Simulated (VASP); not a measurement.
A run of VASP 6.6.1:

File INCAR:

```
ALGO = Normal ; EDIFF = 1E-7
ENCUT = 520 ; GGA = PE
ISIF = 2 ; ISMEAR = -1
LASPH = T ; LCHARG = T
LELF = T ; LREAL = F
LVHAR = T ; LWAVE = F
NBANDS = 17 ; NELM = 60
PREC = Accurate ; SIGMA = 0.05
```

File KPOINTS:

```
k-points
0
Gamma
  7 7 7
```

The input POSCAR:

```
PbS
1.0
    3.6536590000      0.0000000000      0.0000000000
    0.0000000000      3.6536590000      0.0000000000
    0.0000000000      0.0000000000      3.6536590000
Pb S
1 1
Direct
   -0.0044330000      0.0087860000     -0.0038540000
    0.5019400000      0.4913370000      0.4961630000
```

Potentials or basis: VASP PAW PBE potentials, release 64 (Pb_d, S).

Run with:

```sh
$ cat potpaw_PBE.64/Pb_d/POTCAR potpaw_PBE.64/S/POTCAR > POTCAR
$ mpirun -np 1 vasp_std > vasp.out
```

Hardware: 1 thread of Intel(R) Xeon(R) Platinum 8488C (Sapphire Rapids), on a shared host.

Estimate the wall time of this run.

Run time: 74 s on 1 thread of Intel(R) Xeon(R) Platinum 8488C (Sapphire Rapids), with other jobs on the host, peak memory 0.26 GiB. Counts: scf iterations 16, k points 172.
